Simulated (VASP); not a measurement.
Runs of VASP 6.6.1 on HfO2. It takes space group Pnma (No. 62, orthorhombic). The conventional cell has a = 5.556 Å, b = 3.334 Å, c = 6.505 Å, α = 90.00°, β = 90.00°, γ = 90.00°. Hf (site symmetry m) is surrounded by 7 O at 2.14 to 2.27 Å. O (site symmetry m) is surrounded by 4 Hf at 2.14 to 2.17 Å. O (site symmetry m) is surrounded by 3 Hf at 2.16 to 2.27 Å. Measurements of this composition are mostly on another form, of space group No. 14.

```csv
level,potentials or basis,gap on the mesh (eV)
PBEsol,"VASP PAW PBE potentials, release 64 (Hf_pv, O)",3.30
AM05,"VASP PAW PBE potentials, release 64 (Hf_pv, O)",(a)
BLYP,"VASP PAW PBE potentials, release 64 (Hf_pv, O)",3.52
revPBE,"VASP PAW PBE potentials, release 64 (Hf_pv, O)",3.45
RPBE,"VASP PAW PBE potentials, release 64 (Hf_pv, O)",3.46
LDA,"VASP PAW LDA potentials, release 64 (Hf_pv, O)",(b)
PW91,"VASP PAW PBE potentials, release 64 (Hf_pv, O)",3.41
```

Alike in all rows: task band structure; no spin polarisation; cell as given; k mesh 4 × 6 × 3; cutoff (eV) 520; smearing fermi-dirac 0.05 eV.

Q: Fill in the values left out.

A: (a) 3.31; (b) 3.25.

Caveats: spin-orbit coupling is left out, which moves the levels of the heavy elements.

A k mesh can miss the band edges, and the runs leave out spin-orbit coupling on Hf.

Runs at the PBE level aren't shown here.
